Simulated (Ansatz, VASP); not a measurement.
## Two plane-wave programs on SnSe2

```
CELL_PARAMETERS angstrom
3.81100 0.00000 0.00000
-1.90550 3.30042 0.00000
0.00000 0.00000 6.13600
ATOMIC_POSITIONS crystal
Sn 0.00000 0.00000 0.00000
Se 0.33333 0.66667 0.24900
Se 0.66667 0.33333 0.75100
```

Alike in both runs: task single point; functional PBE; dispersion D3(BJ); k mesh 6 × 6 × 4; occupations gaussian, width 0.1 eV; no spin polarisation.

|  | VASP | Ansatz |
| --- | --- | --- |
| version | VASP 6.6.1 | Ansatz 0.2.0 |
| potentials or method | VASP PAW PBE potentials, release 64 (Sn_d, Se) | scalar-relativistic, plane waves, PAW |
| plane-wave cutoff (eV) | 520 | 420 |
| valence electrons in the cell | 26 | 46 |

Ansatz gave:

| Property | Result |
| --- | --- |
| gap on the k mesh at the Fermi level (eV) | 0.82 |
| least direct gap on the mesh (eV) | 1.10 |
| pressure (GPa) | 3.3 |
| largest component of the traceless stress (GPa) | 0.91 |
| rms of the force components (eV/Å) | 0.373 |

Task: What did VASP give for the same quantities?

Result: gap on the k mesh at the Fermi level (eV): 0.82; least direct gap on the mesh (eV): 1.09; pressure (GPa): 3.3; largest component of the traceless stress (GPa): 0.91; rms of the force components (eV/Å): 0.381.

Atom by atom the forces differ by 0.008 eV/Å (rms over components). The two sets of potentials don't hold the same shells in valence.

Caveats: spin-orbit coupling is left out, which moves the levels of the heavy elements. A k mesh can miss the band edges.
